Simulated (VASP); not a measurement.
MgO2: relaxation of cell and atoms with LDA

MgO2:

```
Mg O
1.0
     1.60476    0.92651    3.49398
    -1.60476    0.92651    3.49398
     0.00000   -1.85302    3.49398
Mg O
1 2
Direct
  0.00000 0.00000 0.00000
  0.57121 0.57121 0.57121
  0.42879 0.42879 0.42879
```

The cell comes from a database or a generator and needn't be the stable form of this composition.

```
Program                : VASP 6.6.1
Task                   : relaxation of cell and atoms
Functional             : LDA
Potentials or basis    : VASP PAW LDA potentials, release 64 (Mg, O)
Cutoff                 : 600 eV
k mesh                 : 8 × 8 × 8
Occupations            : gaussian, width 0.02 eV
Spin                   : no spin polarisation
Ladder                 : gaps
Further INCAR settings : ALGO = Normal; EDIFF = 1e-07; IBRION = 2; EDIFFG = -0.005; NSW = 60; ISIF = 3
```

* Relaxed volume: 9.51 Å³/atom
* Relaxed cell: a = 3.865 Å, b = 3.865 Å, c = 3.865 Å, α = 47.33°, β = 47.33°, γ = 47.33°
* Space group after relaxing (to 0.05 Å): R-3m (No. 166)
* Energy gained by relaxing: 31.9 meV/atom
* Ionic steps: 10
* Pressure after relaxing: 0.0 GPa
* Band gap on the k mesh: 2.52 eV, direct

Step by step:
| step | energy change (eV) | largest force (eV/Å) | pressure (GPa) | volume (Å³) |
| --- | --- | --- | --- | --- |
| 1 | 0.0000 | 0.2093 | -11.00 | 31.17 |
| 2 | -0.0578 | 1.2710 | 5.08 | 28.06 |
| 3 | -0.0799 | 0.6872 | -1.20 | 29.06 |
| 4 | -0.0579 | 1.2298 | 3.09 | 27.83 |
| 5 | -0.0938 | 0.0913 | 0.07 | 28.59 |
| 6 | -0.0952 | 0.0533 | -0.05 | 28.58 |
| 7 | -0.0957 | 0.0165 | -0.16 | 28.57 |
| 8 | -0.0956 | 0.0504 | 0.13 | 28.53 |
| 9 | -0.0957 | 0.0073 | -0.06 | 28.56 |
| 10 | -0.0957 | 0.0018 | 0.03 | 28.54 |

Final structure:
```
Mg O
1.0
     1.55103    0.89549    3.42445
    -1.55103    0.89549    3.42445
     0.00000   -1.79097    3.42445
Mg O
1 2
Direct
  0.00000 0.00000 0.00000
  0.57103 0.57103 0.57103
  0.42897 0.42897 0.42897
```

Levels at points of the mesh, in eV from the valence-band top:
| k point | band 3 | band 4 | band 5 | band 6 | band 7 | band 8 | band 9 | band 10 | band 11 |
| --- | --- | --- | --- | --- | --- | --- | --- | --- | --- |
| (0.00, 0.00, 0.00) | -8.36 | -3.58 | -3.58 | -0.92 | -0.92 | 4.80 | 5.00 | 12.48 | 14.19 |
| (0.50, 0.00, 0.00) | -7.21 | -6.66 | -4.00 | -1.39 | -1.32 | 4.31 | 8.74 | 10.81 | 12.86 |
| (0.50, 0.50, 0.00) | -6.49 | -5.96 | -4.69 | -2.40 | -0.20 | 3.70 | 7.74 | 11.40 | 12.98 |
| (0.50, 0.50, 0.50) | -5.22 | -4.16 | -4.16 | 0.00 | 0.00 | 2.52 | 4.87 | 9.98 | 14.61 |

Wall time 3.4 min on 1 thread of Intel(R) Xeon(R) Platinum 8375C CPU @ 2.90GHz (Ice Lake), with other jobs on the host, peak memory 0.18 GiB.

A k mesh can miss the band edges.
